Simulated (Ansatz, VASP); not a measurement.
## One calculation of Ti, two programs

Contents of INCAR:

```
PREC = Accurate
ENCUT = 600
EDIFF = 1E-6
ISMEAR = 0
SIGMA = 0.1
LREAL = F
LASPH = T
NELM = 100
ALGO = Normal
ISIF = 3
LWAVE = F
LCHARG = F
GGA = PE
IBRION = 2
NSW = 100
EDIFFG = -0.005
```

File KPOINTS:

```
regular mesh
0
Gamma
  18 18 18
```

The input POSCAR:

```
Ti
1.0
   -1.6410000000      1.6410000000      1.6410000000
    1.6410000000     -1.6410000000      1.6410000000
    1.6410000000      1.6410000000     -1.6410000000
Ti
1
Direct
    0.0000000000      0.0000000000      0.0000000000
```

Input for Ansatz:

```yaml
crystal:
  lattice:
    - [-1.641, 1.641, 1.641]
    - [1.641, -1.641, 1.641]
    - [1.641, 1.641, -1.641]
  atoms:
    - { symbol: Ti, position: [0.0, 0.0, 0.0] }
basis:
  ecutwfc: 420
kpoints:
  mp_grid: { grid: [18, 18, 18] }
hamiltonian:
  xc: pbe
scf:
  occupations: { method: gaussian, width: 0.1 }
output:
  forces: true
  stress: true
  eigenvalues: true
relax:
  adjacent_minimum: "off"
  f_tol: 0.005
  max_steps: 80
  cell: { stress_tol: 0.05 }
```

This isn't the form of Ti at room conditions, which is hcp.

Alike in both runs: task relaxation of cell and atoms; functional PBE; k mesh 18 × 18 × 18; occupations gaussian, width 0.1 eV; no spin polarisation.

```csv
,VASP,Ansatz
version,VASP 6.6.1,Ansatz 0.2.0
potentials or method,"VASP PAW PBE potentials, release 64 (Ti_sv)","scalar-relativistic, plane waves, PAW"
plane-wave cutoff (eV),600,420
valence electrons in the cell,12,12
```

VASP gave:

```
gap on the k mesh at the Fermi level, each at its own relaxed structure (eV) : none
relaxed volume (Å³/atom)                                                     : 17.21
relaxed cell length with the largest relative difference (Å)                 : 2.817
energy change over the relaxation (meV/atom)                                 : -4
```

Q: Which values does Ansatz return?

A: gap on the k mesh at the Fermi level, each at its own relaxed structure (eV): none; relaxed volume (Å³/atom): 17.25; relaxed cell length with the largest relative difference (Å): 2.819; energy change over the relaxation (meV/atom): -3.

A gap of «none» marks a metal or a gap that the smearing closes.
